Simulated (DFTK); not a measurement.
The system is Fe.

```
CELL_PARAMETERS angstrom
-1.44300 1.44300 1.44300
1.44300 -1.44300 1.44300
1.44300 1.44300 -1.44300
ATOMIC_POSITIONS crystal
Fe 0.00000 0.00000 0.00000
```

Program: DFTK 0.8.2. Alike in all runs: task single point; spin collinear, ferromagnetic start; cell as given; cutoff (eV) 1225; smearing fermi-dirac 0.05 eV.

Order these runs on this cell by their pressure, lowest first.
A. level PBEsol; potentials or basis dojo.nc.sr.pbesol.v0_4_1.standard.upf (PBEsol); k mesh 13 × 13 × 13
B. level LDA; potentials or basis SG15 1.2 (PBE); k mesh 12 × 12 × 12
C. level r2SCAN; potentials or basis SG15 1.2 (PBE); k mesh 12 × 12 × 12
D. level PBEsol; potentials or basis SG15 1.2 (PBE); k mesh 12 × 12 × 12

B (-26.8 GPa), D (-17.2 GPa), A (-15.6 GPa), C (0.9 GPa).

Caveats: the potentials were made for another functional, which shifts forces and pressure (some runs); so large a pressure means that the cell lies far from this level's equilibrium, or that cutoff or potentials fall short (some runs).

Not every run made on this cell is shown here.
